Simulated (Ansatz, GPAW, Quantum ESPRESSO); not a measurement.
**One calculation of Nb, 3 ways**

```
Nb
1.0
    -1.66395    1.66395    1.66395
     1.66395   -1.66395    1.66395
     1.66395    1.66395   -1.66395
Nb
1
Direct
  0.00000 0.00000 0.00000
```

Alike in all runs: task band structure; functional PBEsol; k mesh 11 × 11 × 11; occupations fermi-dirac, width 0.05 eV; no spin polarisation; no spin-orbit coupling. Pressure is positive in compression and, in plane waves, holds the error of the finite cutoff.

| program and potentials | plane-wave cutoff (eV) | notes | pressure (GPa) |
| --- | --- | --- | --- |
| Quantum ESPRESSO, PseudoDojo 0.4.1 SR PBEsol standard | 1116 | - | -7.61 |
| Ansatz, all-electron LAPW, scalar-relativistic | - | - | -7.80 |
| GPAW, PAW data sets generated for this functional | 600 | - | -8.45 |

The pressure spans -8.45 (GPAW, PAW data sets generated for this functional) to -7.61 GPa (Quantum ESPRESSO, PseudoDojo 0.4.1 SR PBEsol standard), with all-electron results at -7.80.

The functional is the same throughout but for its coding, so the spread measures potentials, basis and numerics; runs on potential files found faulty are left out.
